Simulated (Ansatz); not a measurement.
Zincblende MgTe, relaxed with r2SCAN: the symmetry is F-43m (No. 216, cubic); a = 6.466 Å in the conventional setting, 33.80 Å³ an atom. Mg has 4 Te at 2.80 Å; Te has 4 Mg at 2.80 Å. One-shot G0W0@PBE in Ansatz on a 4×4×4 mesh (contour deformation, no spin-orbit coupling), from a PBE gap of 2.411 eV over the mesh points (the G0W0 gap is direct on the mesh); the number N of bands summed and the screening cutoff rise together. The calculation is spin-unpolarised, and the structure need not be a phase that has been made.

```
  N  cutoff (eV)  1000/N  G0W0 gap (eV)
122           80   8.197          3.546
267          140   3.745          3.610
```

**Lay a straight line in 1000/N through these rows.** The slope is -0.0144 eV per unit of 1000/N and the intercept 3.664 eV.

**Predict the gap at N = 480 (210 eV).** 3.664 + (-0.0144) × 2.083 = 3.634 eV; the run gives 3.633 eV, -0.001 eV from the line.

**With that run's result added, what limit do the last two rows suggest?** Their slope is (3.633 − 3.610)/(2.083 − 3.745) = -0.0138, which meets 1/N = 0 at 3.66 eV, against 3.664 eV from the first line. The two lines nearly agree; the k mesh isn't extrapolated.

No spin-orbit coupling is included; it can move band edges with weight on the heavy atoms by tenths of an eV.
